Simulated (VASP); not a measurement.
# BN (Pnma) in VASP: further runs

One crystal, BN, is run at these levels: PBE; tasks: dielectric tensor.

All numbers are computed with VASP 6.6.1; they aren't measurements. Logs are shortened: lines on timing, memory, paths and dates and some standing lists are left out, and cuts for length are marked.

### Step 1. The structure

It takes space group Pnma (No. 62, orthorhombic). The conventional cell has a = 4.880 Å, b = 2.591 Å, c = 4.292 Å, α = 90.00°, β = 90.00°, γ = 90.00°. N (site symmetry m) is surrounded by 4 B at 1.51 to 1.65 Å. B (site symmetry m) has 4 N at 1.51 to 1.65 Å as nearest neighbours.

Measurements of this composition are mostly on another form, of space group No. 194.

### Step 2. Dielectric tensor, PBE

Input file INCAR:

```
ALGO = Normal
EDIFF = 1E-8
ENCUT = 600
GGA = PE
ISIF = 2
ISMEAR = 0
LASPH = True
LCHARG = False
LEPSILON = True
LREAL = False
LWAVE = False
NELM = 100
PREC = Accurate
SIGMA = 0.01
```

Input file KPOINTS:

```
k-points
0
Gamma
  4 7 4
```

Input file POSCAR:

```
BN
1.0
    4.8800890000      0.0000000000      0.0000000000
    0.0000000000      2.5914640000      0.0000000000
    0.0000000000      0.0000000000      4.2920490000
N B
4 4
Direct
    0.3211300000      0.7500000000      0.1064860000
    0.6788700000      0.2500000000      0.8935140000
    0.1788700000      0.2500000000      0.6064860000
    0.8211300000      0.7500000000      0.3935140000
    0.3404130000      0.2500000000      0.9070960000
    0.1595870000      0.7500000000      0.4070960000
    0.8404130000      0.2500000000      0.5929040000
    0.6595870000      0.7500000000      0.0929040000
```

Potentials or basis: VASP PAW PBE potentials, release 64 (N, B).

On the command line:

```bash
cat potpaw_PBE.64/N/POTCAR potpaw_PBE.64/B/POTCAR > POTCAR
mpirun -np 1 vasp_std > vasp.out
```

OUTCAR:

```text
EDIFF = 1E-8
   ENCUT = 600
   GGA = PE
   ISIF = 2
   ISMEAR = 0
   LASPH = True
   LEPSILON = True
   LREAL = False
   NELM = 100
   PREC = Accurate

 Found     36 irreducible k-points:

 Following reciprocal coordinates:
            Coordinates               Weight
  0.000000  0.000000  0.000000      1.000000
  0.250000  0.000000  0.000000      2.000000
  0.500000  0.000000  0.000000      1.000000
  0.000000  0.142857  0.000000      2.000000
  0.250000  0.142857  0.000000      4.000000
  0.500000  0.142857  0.000000      2.000000
   k-points           NKPTS =     36   k-points in BZ     NKDIM =     36   number of bands    NBANDS=     21
   number of dos      NEDOS =    301   number of ions     NIONS =      8
   total plane-waves  NPLWV =  34560
   dimension x,y,z NGX =    40 NGY =   24 NGZ =   36
   dimension x,y,z NGXF=    80 NGYF=   48 NGZF=   72
   ions per type =               4   4
   NGX,Y,Z   is equivalent  to a cutoff of  13.63, 15.40, 13.94 a.u.
   NGXF,Y,Z  is equivalent  to a cutoff of  27.25, 30.79, 27.89 a.u.
 SYSTEM =  unknown system
   PREC   = accura    normal or accurate (medium, high low for compatibility)
   ISTART =      0    job   : 0-new  1-cont  2-samecut
   ICHARG =      2    charge: 1-file 2-atom 10-const
   ISPIN  =      1    spin polarized calculation?
   LNONCOLLINEAR =      F non collinear calculations
   LSORBIT =      F    spin-orbit coupling
   LASPH  =      T    aspherical Exc in radial PAW
   ENCUT  =  600.0 eV  44.10 Ry    6.64 a.u.   9.75  5.18  8.57*2*pi/ulx,y,z
   NELM   =    100;   NELMIN=  2; NELMDL= -5     # of ELM steps
   EDIFF  = 0.1E-07   stopping-criterion for ELM
   LREAL  =      F    real-space projection
   EDIFFG = 0.1E-06   stopping-criterion for IOM
   NSW    =      0    number of steps for IOM
   IBRION =     -1    ionic relax: 0-MD 1-quasi-New 2-CG
   NFREE  =      0    steps in history (QN), initial steepest desc. (CG)
   ISIF   =      2    stress and relaxation
   ISYM   =      2    0-nonsym 1-usesym 2-fastsym
   POTIM  = 0.5000    time-step for ionic-motion
   TEBEG  =    0.0;   TEEND  =   0.0 temperature during run
   PSTRESS=    0.0 pullay stress
   NELECT =      32.0000    total number of electrons
   NUPDOWN=      -1.0000    fix difference up-down
   EMIN   =  10.00;   EMAX   =-10.00  energy-range for DOS
   EFERMI =   0.00;   METHOD = LEGACY
   ISMEAR =     0;   SIGMA  =   0.01  broadening in eV -4-tet -1-fermi 0-gaus
   EFERMI_NEDOS =   21; number of points for ismear=-14 and -15
   IALGO  =     38    algorithm
   IMIX   =      4    mixing-type and parameters
     AMIX     =   0.40;   BMIX     =  1.00
     AMIX_MAG =   1.60;   BMIX_MAG =  1.00
  volume/ion in A,a.u.               =       6.78        45.79
  Fermi-wavevector in a.u.,A,eV,Ry     =   1.372711  2.594047 25.637923  1.884334
  Thomas-Fermi vector in A             =   2.498293
   LORBIT       =      0    0 simple, 1 ext, 2 COOP (PROOUT), +10 PAW based schemes
   GGA     = PE    functional components
   LHFCALC =     F    Hartree Fock is set to
   AEXX    =    0.0000 exact exchange contribution
   IVDW    =     0    specifies the selected vdW correction
   LEPSILON=     T    determine dielectric tensor
   LRPA    =     F    only Hartree local field effects (RPA)
 non-spin polarized calculation
 Gauss-broadening in eV      SIGMA  =   0.01
  energy-cutoff  :      600.00
  volume of cell :       54.28
 maximum number of plane-waves:      1832
 NGX is ok and might be reduce to    40
   NGX = 19   NGY = 11   NGZ = 17

--------------------------------------- Ionic step        1  -------------------------------------------

 number of electron      32.0000004 magnetization

 E-fermi :   5.6741     XC(G=0): -11.8073

 val. band max:        5.6153583264   @ k =   0.0000   0.0000   0.0000
 cond. band min:      11.3890604145   @ k =   0.5000   0.0000   0.5000
 fundamental gap:      5.7737020881
 Fermi energy:         5.6740895821

 k-point     1 :       0.0000    0.0000    0.0000
  band No.  band energies     occupation
      1     -14.0058      2.00000
      2     -11.4301      2.00000
      3     -10.4292      2.00000
      4      -8.6651      2.00000
      5      -3.1918      2.00000
      6      -2.5634      2.00000
[... 13 lines left out ...]
     20      13.8886      0.00000
     21      14.6001      0.00000

 k-point     2 :       0.2500    0.0000    0.0000
  band No.  band energies     occupation
      1     -13.7785      2.00000
      2     -12.1793      2.00000
      3      -9.7826      2.00000
      4      -8.7432      2.00000
      5      -3.3894      2.00000
      6      -3.3226      2.00000
[... 13 lines left out ...]
     20      14.6566      0.00000
     21      14.7387      0.00000

 k-point     3 :       0.5000    0.0000    0.0000
  band No.  band energies     occupation
      1     -13.1289      2.00000
      2     -13.1289      2.00000
      3      -9.0886      2.00000
      4      -9.0886      2.00000
      5      -3.6758      2.00000
      6      -3.6758      2.00000
[... 13 lines left out ...]
     20      13.9582      0.00000
     21      15.0276      0.00000

 k-point     4 :       0.0000    0.1429    0.0000
  band No.  band energies     occupation
      1     -13.6929      2.00000
      2     -11.1608      2.00000
      3     -10.2003      2.00000
      4      -8.5758      2.00000
      5      -2.9825      2.00000
      6      -2.5101      2.00000
[... 13 lines left out ...]
     20      14.8390      0.00000
     21      14.8702      0.00000

 k-point     5 :       0.2500    0.1429    0.0000
  band No.  band energies     occupation
      1     -13.4684      2.00000
      2     -11.8945      2.00000
      3      -9.5848      2.00000
      4      -8.6423      2.00000
      5      -3.1701      2.00000
      6      -3.0943      2.00000
[... 13 lines left out ...]
     20      14.6640      0.00000
     21      15.1431      0.00000

 k-point     6 :       0.5000    0.1429    0.0000
  band No.  band energies     occupation
      1     -12.8278      2.00000
      2     -12.8278      2.00000
      3      -8.9460      2.00000
      4      -8.9460      2.00000
      5      -3.4223      2.00000
      6      -3.4223      2.00000
[... 13 lines left out ...]
     20      14.4631      0.00000
     21      15.7082      0.00000

 [... further k-points ...]

  FORCE on cell =-STRESS in cart. coord.  units (eV):
  Direction    XX          YY          ZZ          XY          YZ          ZX
  --------------------------------------------------------------------------------------
  -------------------------------------------------------------------------------------
  Total       -0.1294550     -0.0261663     -0.0496919      0.0000000     -0.0000000      0.0000000
  in kB       -3.8211302     -0.7723533     -1.4667582      0.0000000     -0.0000000      0.0000000
  external PRESSURE =      -2.0200806 kB  Pullay stress =       0.0000000 kB

 VOLUME and BASIS-vectors are now :
 -----------------------------------------------------------------------------
  energy-cutoff  :      600.00
  volume of cell :       54.28
      direct lattice vectors                 reciprocal lattice vectors
     4.880089000  0.000000000  0.000000000     0.204914296  0.000000000  0.000000000
     0.000000000  2.591464000  0.000000000     0.000000000  0.385882266  0.000000000
     0.000000000  0.000000000  4.292049000     0.000000000  0.000000000  0.232988952

 POSITION                                       TOTAL-FORCE (eV/Angst)
 -----------------------------------------------------------------------------------
      1.56714      1.94360      0.45704         0.009069     -0.000000      0.065784
      3.31295      0.64787      3.83501        -0.009069     -0.000000     -0.065784
      0.87290      0.64787      2.60307        -0.009069      0.000000      0.065784
      4.00719      1.94360      1.68898         0.009069      0.000000     -0.065784
      1.66125      0.64787      3.89330        -0.007205      0.000000      0.002168
      0.77880      1.94360      1.74728         0.007205      0.000000      0.002168
      4.10129      0.64787      2.54477        -0.007205      0.000000     -0.002168
      3.21884      1.94360      0.39875         0.007205      0.000000     -0.002168
 -----------------------------------------------------------------------------------
    total drift:                                0.000000      0.000000     -0.000000

  FREE ENERGIE OF THE ION-ELECTRON SYSTEM (eV)
  ---------------------------------------------------
  free  energy   TOTEN  =       -68.2572834787 eV

  energy  without entropy=      -68.2572834787  energy(sigma->0) =      -68.25728348

 HEAD OF MICROSCOPIC STATIC DIELECTRIC TENSOR (INDEPENDENT PARTICLE, excluding Hartree and local field effects)
 ------------------------------------------------------
           4.735577     0.000000     0.000000
           0.000000     4.410156     0.000000
           0.000000     0.000000     4.299202
 ------------------------------------------------------

 Free energy of the ion-electron system (eV)
  ---------------------------------------------------
  ---------------------------------------------------
  free energy    TOTEN  =        -0.57080019 eV

  energy without entropy =       -0.57080019

------------------------ aborting loop because EDIFF is reached ----------------------------------------

--------------------------------------- Ionic step        2  -------------------------------------------

------------------------ aborting loop because EDIFF is reached ----------------------------------------

--------------------------------------- Ionic step        3  -------------------------------------------

 Free energy of the ion-electron system (eV)
  ---------------------------------------------------
  ---------------------------------------------------
  free energy    TOTEN  =        -0.50879922 eV

  energy without entropy =       -0.50879922

------------------------ aborting loop because EDIFF is reached ----------------------------------------

 PIEZOELECTRIC TENSOR FIELD DIRECTION 3  (e Angst)
 -----------------------------------------------------------------------------
     0.00008  0.00000  0.00000           (  0.00000  0.00000  0.00000)
     0.00000 -0.00001  0.00000           (  0.00000  0.00000  0.00000)
     0.00000  0.00000  0.00085           (  0.00000  0.00000  0.00001)

 PIEZOELECTRIC TENSOR FIELD DIRECTION 3  (C/m^2)
 -----------------------------------------------------------------------------
     0.00002  0.00000  0.00000
     0.00000 -0.00000  0.00000
     0.00000  0.00000  0.00025

 MACROSCOPIC STATIC DIELECTRIC TENSOR (including local field effects in DFT)
 ------------------------------------------------------
           4.483324     0.000000     0.000000
           0.000000     4.315637    -0.000000
           0.000000    -0.000000     4.153343
 ------------------------------------------------------

 PIEZOELECTRIC TENSOR (including local field effects)  for field in x, y, z        (e  Angst)
          XX          YY          ZZ          XY          YZ          ZX
  --------------------------------------------------------------------------------
  x     0.00000     0.00000     0.00000     0.00000     0.00000     0.00000
  y     0.00000     0.00000     0.00000     0.00000     0.00000     0.00000
  z     0.00000     0.00000     0.00000     0.00000     0.00000     0.00000

 PIEZOELECTRIC TENSOR (including local field effects)  for field in x, y, z        (C/m^2)
          XX          YY          ZZ          XY          YZ          ZX
  --------------------------------------------------------------------------------
  x     0.00000     0.00000     0.00000     0.00000     0.00000     0.00000
  y     0.00000     0.00000     0.00000     0.00000     0.00000     0.00000
  z     0.00000     0.00000     0.00000     0.00000     0.00000     0.00000

 BORN EFFECTIVE CHARGES (including local field effects) (in |e|, cummulative output)
 ---------------------------------------------------------------------------------
 ion    1
    1    -2.06581     0.00000     0.37865
    2     0.00000    -1.97686     0.00000
    3     0.37014     0.00000    -1.87950
 ion    2
    1    -2.06581     0.00000     0.37865
    2     0.00000    -1.97686     0.00000
    3     0.37014     0.00000    -1.87950
 ion    3
    1    -2.06581     0.00000    -0.37865
    2     0.00000    -1.97686     0.00000
    3    -0.37014     0.00000    -1.87950
 ion    4
    1    -2.06581     0.00000    -0.37865
    2     0.00000    -1.97686     0.00000
    3    -0.37014     0.00000    -1.87950
 ion    5
    1     2.06581     0.00000     0.64280
    2     0.00000     1.97686     0.00000
    3     0.41197     0.00000     1.87950
 ion    6
    1     2.06581     0.00000    -0.64280
    2     0.00000     1.97686     0.00000
    3    -0.41197     0.00000     1.87950
 ion    7
    1     2.06581     0.00000    -0.64280
    2     0.00000     1.97686     0.00000
    3    -0.41197     0.00000     1.87950
 ion    8
    1     2.06581     0.00000     0.64280
    2     0.00000     1.97686     0.00000
    3     0.41197     0.00000     1.87950
```

Run time: 2.9 min. Hardware: 1 thread of Intel Xeon 6975P-C (Granite Rapids), shared host; peak memory 0.28 GiB.

These settings aren't checked as converged: the numbers below hold their error.

Results:

```
Band gap on the k mesh                  : 5.77 eV, indirect (least direct gap 6.22 eV)
Electronic dielectric tensor (diagonal) : 4.48, 4.32, 4.15
Born charges (mean of the diagonal)     : N -1.97; B +1.97 e
```

Caveat: an odd mesh through Γ misses points on the zone boundary, where band edges often lie.

### Step 3. Dielectric tensor, PBE

INCAR is that of step 2.

Input file KPOINTS:

```
k-points
0
Gamma
  5 8 5
```

POSCAR is that of step 2.

Potentials or basis: VASP PAW PBE potentials, release 64 (N, B).

On the command line:

```bash
cat potpaw_PBE.64/N/POTCAR potpaw_PBE.64/B/POTCAR > POTCAR
mpirun -np 1 vasp_std > vasp.out
```

OUTCAR:

```text
EDIFF = 1E-8
   ENCUT = 600
   GGA = PE
   ISIF = 2
   ISMEAR = 0
   LASPH = True
   LEPSILON = True
   LREAL = False
   NELM = 100
   PREC = Accurate

 Found     45 irreducible k-points:

 Following reciprocal coordinates:
            Coordinates               Weight
  0.000000  0.000000  0.000000      1.000000
  0.200000  0.000000  0.000000      2.000000
  0.400000  0.000000  0.000000      2.000000
  0.000000  0.125000  0.000000      2.000000
  0.200000  0.125000  0.000000      4.000000
  0.400000  0.125000  0.000000      4.000000
   k-points           NKPTS =     45   k-points in BZ     NKDIM =     45   number of bands    NBANDS=     21
   number of dos      NEDOS =    301   number of ions     NIONS =      8
   total plane-waves  NPLWV =  34560
   dimension x,y,z NGX =    40 NGY =   24 NGZ =   36
   dimension x,y,z NGXF=    80 NGYF=   48 NGZF=   72
   ions per type =               4   4
   NGX,Y,Z   is equivalent  to a cutoff of  13.63, 15.40, 13.94 a.u.
   NGXF,Y,Z  is equivalent  to a cutoff of  27.25, 30.79, 27.89 a.u.
 SYSTEM =  unknown system
   PREC   = accura    normal or accurate (medium, high low for compatibility)
   ISTART =      0    job   : 0-new  1-cont  2-samecut
   ICHARG =      2    charge: 1-file 2-atom 10-const
   ISPIN  =      1    spin polarized calculation?
   LNONCOLLINEAR =      F non collinear calculations
   LSORBIT =      F    spin-orbit coupling
   LASPH  =      T    aspherical Exc in radial PAW
[... 275 lines left out ...]
     0.00003  0.00000  0.00000
     0.00000 -0.00000  0.00000
     0.00000  0.00000  0.00032

 MACROSCOPIC STATIC DIELECTRIC TENSOR (including local field effects in DFT)
 ------------------------------------------------------
           4.482553     0.000000     0.000000
           0.000000     4.308272     0.000000
           0.000000    -0.000000     4.152773
 ------------------------------------------------------

 PIEZOELECTRIC TENSOR (including local field effects)  for field in x, y, z        (e  Angst)
          XX          YY          ZZ          XY          YZ          ZX
  --------------------------------------------------------------------------------
  x     0.00000     0.00000     0.00000     0.00000     0.00000     0.00000
  y     0.00000     0.00000     0.00000     0.00000     0.00000     0.00000
  z     0.00000     0.00000     0.00000     0.00000     0.00000     0.00000

 PIEZOELECTRIC TENSOR (including local field effects)  for field in x, y, z        (C/m^2)
          XX          YY          ZZ          XY          YZ          ZX
  --------------------------------------------------------------------------------
  x     0.00000     0.00000     0.00000     0.00000     0.00000     0.00000
  y     0.00000     0.00000     0.00000     0.00000     0.00000     0.00000
  z     0.00000     0.00000     0.00000     0.00000     0.00000     0.00000

 BORN EFFECTIVE CHARGES (including local field effects) (in |e|, cummulative output)
 ---------------------------------------------------------------------------------
 ion    1
    1    -2.06523     0.00000     0.37750
    2     0.00000    -1.97581     0.00000
    3     0.37019     0.00000    -1.87937
 ion    2
    1    -2.06523     0.00000     0.37750
    2     0.00000    -1.97581     0.00000
    3     0.37019     0.00000    -1.87937
 ion    3
    1    -2.06523     0.00000    -0.37750
    2     0.00000    -1.97581     0.00000
    3    -0.37019     0.00000    -1.87937
 ion    4
    1    -2.06523     0.00000    -0.37750
    2     0.00000    -1.97581     0.00000
    3    -0.37019     0.00000    -1.87937
 ion    5
    1     2.06523     0.00000     0.64269
    2     0.00000     1.97581     0.00000
    3     0.41205     0.00000     1.87937
 ion    6
    1     2.06523     0.00000    -0.64269
    2     0.00000     1.97581     0.00000
    3    -0.41205     0.00000     1.87937
 ion    7
    1     2.06523     0.00000    -0.64269
    2     0.00000     1.97581     0.00000
    3    -0.41205     0.00000     1.87937
 ion    8
    1     2.06523     0.00000     0.64269
    2     0.00000     1.97581     0.00000
    3     0.41205     0.00000     1.87937
```

Wall time 3.6 min (1 thread of Intel Xeon 6975P-C (Granite Rapids), shared host); peak memory 0.31 GiB.

These settings aren't checked as converged: the numbers below hold their error.

Results:

```yaml
Band_gap_on_the_k_mesh: 5.69 eV, indirect (least direct gap 6.27 eV)
Electronic_dielectric_tensor_diagonal: 4.48, 4.31, 4.15
Born_charges_mean_of_the_diagonal: N -1.97; B +1.97 e
```

Caveat: an odd mesh through Γ misses points on the zone boundary, where band edges often lie.

### Step 4. For comparison

An earlier run on the cell as given: functional PBE; potentials or basis VASP PAW PBE potentials, release 64 (N, B); cutoff 520 eV; k mesh 6 × 10 × 6; occupations fermi-dirac, width 0.05 eV; no spin polarisation.

- Pressure: 0.0 GPa
- Largest force: 0.068 eV/Å
- Band gap on the k mesh: 5.67 eV, indirect (least direct gap 6.26 eV)
